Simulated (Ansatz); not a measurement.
## Point defect: Na on a S site in Na2S

All numbers below come from DFT PBE, scalar-relativistic, plane waves, PAW (Ansatz 0.2.0). Run with 420 eV cutoff, 2×2×2 k-mesh, shifted by half a step, Gaussian smearing of 0.01 eV, collinear spin in charge 0, -2 alone.

Host crystal, relaxed:

```cif
data_structure
_symmetry_space_group_name_H-M 'P 1'
_symmetry_Int_Tables_number 1
_cell_length_a 4.6437
_cell_length_b 4.6437
_cell_length_c 4.6437
_cell_angle_alpha 60.000
_cell_angle_beta 60.000
_cell_angle_gamma 60.000
_cell_volume 70.81
loop_
_atom_site_label
_atom_site_type_symbol
_atom_site_fract_x
_atom_site_fract_y
_atom_site_fract_z
_atom_site_occupancy
Na1 Na 0.25000 0.25000 0.25000 1
Na2 Na 0.75000 0.75000 0.75000 1
S1 S 0.00000 0.00000 0.00000 1
```

Supercell of 48 atoms, rows in host cell vectors: 1 1 -3; 1 1 1; 1 -3 1. Atoms relax at the host's cell, keeping the symmetry that the supercell leaves at the site. The cell is small, so energies carry finite-size errors of tenths of an eV. The host's Kohn–Sham gap is 2.45 eV. Atoms are taken from and returned to the elements' standard states. Charged cells are corrected for image charges with the computed static dielectric tensor (mean 7.0) and aligned with the host's potential at far atoms (alignment terms reach 0.28 eV; the program doubts the alignment in some charges, where it is up to 0.28 eV). No band-filling term is added, and the Fermi level counts from the host's valence band top.

Starting moments were lost in some runs.

Defect: Na on a S site at (0.000, 0.000, 0.000) of the host cell.

(1) What is the formation energy of the neutral defect?

(2) Does the neutral defect carry a moment, and how do its surroundings relax?

(3) Charges 0, -1, -2 were computed. Which is stable where in the gap?

Answers

(1) 5.65 eV.

(2) It changes the cell's moment by 0.50 μB (a fraction, from partly filled bands). The nearest neighbours before are 8 Na at 2.84 Å; after relaxation the atoms near the site are 8 Na at 3.15 Å; the largest move is 0.31 Å.

(3) Among the charges computed the stable one is 0 at the valence band top and stays so across the gap. In charge -1, -2 the extra carrier would gain by moving to a band edge of the host, so it isn't bound in the gap. In charge 0, -1, -2 the cell has partly filled bands: a level of the defect may be part filled, the carrier may sit in the host's bands, or levels may cross between the k points, so transitions that involve it are doubtful. Levels between neighbouring charges: (0/-1) 3.23 eV, (-1/-2) 3.75 eV.